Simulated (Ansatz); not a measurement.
CuO: changing the functional

It takes space group C2/c (No. 15, monoclinic). The conventional cell has a = 4.684 Å, b = 3.423 Å, c = 5.129 Å, α = 90.00°, β = 99.54°, γ = 90.00°. Around Cu (site symmetry -1) lie 4 O at 1.95 to 1.96 Å. O (site symmetry 2) is surrounded by 4 Cu at 1.95 to 1.96 Å.

Kept alike: task band structure; k mesh 10 × 10 × 5; occupations fermi-dirac, width 0.05 eV; no spin polarisation. Program: Ansatz, all-electron LAPW, scalar-relativistic. The mesh is that of the run's cell of 4 atoms. No spin-orbit coupling.

| run | pressure (GPa) |
| --- | --- |
| A | -9.46 |
| B | -2.74 |
| C | 5.70 |

Pressure is positive in compression. For a metal such a mesh leaves the last digits unconverged. The measured crystal is an antiferromagnetic insulator; a metallic or parallel state is the runs' own.

Q: The runs differ in the functional alone: LDA; PBE; PBEsol. Which run is which?

A: Run A is LDA; run B is PBEsol; run C is PBE. The pressure runs from -9.46 (LDA) to 5.70 GPa (PBE). From PBE: LDA -15.16; PBEsol -8.44. A positive pressure means that the functional's own cell is larger than the one given, a negative one that it is smaller.
